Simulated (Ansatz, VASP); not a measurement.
# ZnO (zincite) in VASP and in Ansatz

The input INCAR:

```
PREC     = Accurate       # precision mode
ENCUT    = 600            # plane-wave cutoff, eV
EDIFF    = 1E-6           # SCF threshold, eV
ISMEAR   = 0              # smearing method
SIGMA    = 0.02           # smearing width, eV
LREAL    = F              # projectors in reciprocal space
LASPH    = T              # aspherical terms in the spheres
NELM     = 100            # most SCF steps
ALGO     = Normal         # electronic algorithm
ISIF     = 3              # what is computed and relaxed
LWAVE    = F              # write WAVECAR
LCHARG   = F              # write CHGCAR
GGA      = PE             # functional
IBRION   = 2              # ionic algorithm
NSW      = 100            # ionic steps
EDIFFG   = -0.005         # ionic threshold
```

Contents of KPOINTS:

```
Automatic mesh
0
Gamma
  9 9 6
```

POSCAR

```
ZnO
1.0
    3.2493080000      0.0000000000      0.0000000000
   -1.6246540000      2.8139832727      0.0000000000
    0.0000000000      0.0000000000      5.2057090000
Zn O
2 2
Direct
    0.3333333333      0.6666666667      0.5000000000
    0.6666666667      0.3333333333      0.0000000000
    0.6666666667      0.3333333333      0.3790100000
    0.3333333333      0.6666666667      0.8790100000
```

Input for Ansatz:

```yaml
crystal:
  lattice:
    - [3.249308, 0.0, 0.0]
    - [-1.624654, 2.8139832727, 0.0]
    - [0.0, 0.0, 5.205709]
  atoms:
    - { symbol: Zn, position: [0.3333333333, 0.6666666667, 0.5] }
    - { symbol: Zn, position: [0.6666666667, 0.3333333333, 0.0] }
    - { symbol: O, position: [0.6666666667, 0.3333333333, 0.37901] }
    - { symbol: O, position: [0.3333333333, 0.6666666667, 0.87901] }
basis:
  ecutwfc: 420
kpoints:
  mp_grid: { grid: [9, 9, 6] }
hamiltonian:
  xc: pbe
scf:
  occupations: { method: gaussian, width: 0.02 }
output:
  forces: true
  stress: true
  eigenvalues: true
  write_density: true
  write_potential: true
  elf: true
  volumetric_format: npy
relax:
  adjacent_minimum: "off"
  f_tol: 0.005
  max_steps: 80
  cell: { stress_tol: 0.05 }
```

Alike in both runs: task relaxation of cell and atoms; functional PBE; k mesh 9 × 9 × 6; occupations gaussian, width 0.02 eV; no spin polarisation.

```csv
,VASP,Ansatz
version,VASP 6.6.1,Ansatz 0.2.0
potentials or method,"VASP PAW PBE potentials, release 64 (Zn, O)","scalar-relativistic, plane waves, PAW"
plane-wave cutoff (eV),600,420
valence electrons in the cell,36,36
```

VASP gave:

```
gap on the k mesh at the Fermi level, each at its own relaxed structure (eV) : 0.72
relaxed volume (Å³/atom)                                                     : 12.39
relaxed cell length with the largest relative difference (Å)                 : 3.286
energy change over the relaxation (meV/atom)                                 : -9
```

Task: What did Ansatz give for the same quantities?

Result: gap on the k mesh at the Fermi level, each at its own relaxed structure (eV): 0.74; relaxed volume (Å³/atom): 12.33; relaxed cell length with the largest relative difference (Å): 3.279; energy change over the relaxation (meV/atom): -7.

PBE usually gives volumes a little too large and moduli too small. Zero-point motion and thermal expansion aren't in these numbers.
